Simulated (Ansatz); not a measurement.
## Equation of state of KF from a dense series

```yaml
crystal:
  lattice:
    - [0.00000, 2.67350, 2.67350]
    - [2.67350, 0.00000, 2.67350]
    - [2.67350, 2.67350, 0.00000]
  atoms:
    - { symbol: K, position: [0.00000, 0.00000, 0.00000] }
    - { symbol: F, position: [0.50000, 0.50000, 0.50000] }
```

Atom numbers follow the list: K1, F2.

The cell is COD entry 9008652, as deposited and not checked against the literature; nothing was relaxed.

These are results of Ansatz 0.2.0, DFT, PBEsol, all-electron LAPW, scalar-relativistic, not measurements.

Settings: a Γ-centred 9×9×9 k mesh, Fermi–Dirac smearing of 0.01 eV, basis error target 1 meV/atom, no spin polarisation.

The cell is scaled evenly. Fractional coordinates are held (clamped ions).

| V (Å³/atom) | P (GPa) |
| --- | --- |
| 17.963 | 1.43 |
| 18.345 | 0.62 |
| 18.727 | -0.09 |
| 18.918 | -0.41 |
| 19.109 | -0.72 |
| 19.300 | -1.00 |
| 19.491 | -1.27 |
| 19.873 | -1.76 |

Task: Fit a third-order Birch–Murnaghan curve to the pressures.

Result: P = (3B0/2)(y^(7/2) − y^(5/2))[1 + (3/4)(B0′ − 4)(y − 1)] with y = (V0/V)^(2/3) fits within 0.01 GPa for V0 = 18.676 Å³/atom, B0 = 33.2 GPa and B0′ = 5.12.

Task: Predict the pressure at the withheld volume, 20.256 Å³/atom.

Result: There y = 0.9473, so the fit gives -2.19 GPa; the run gave -2.20 GPa.
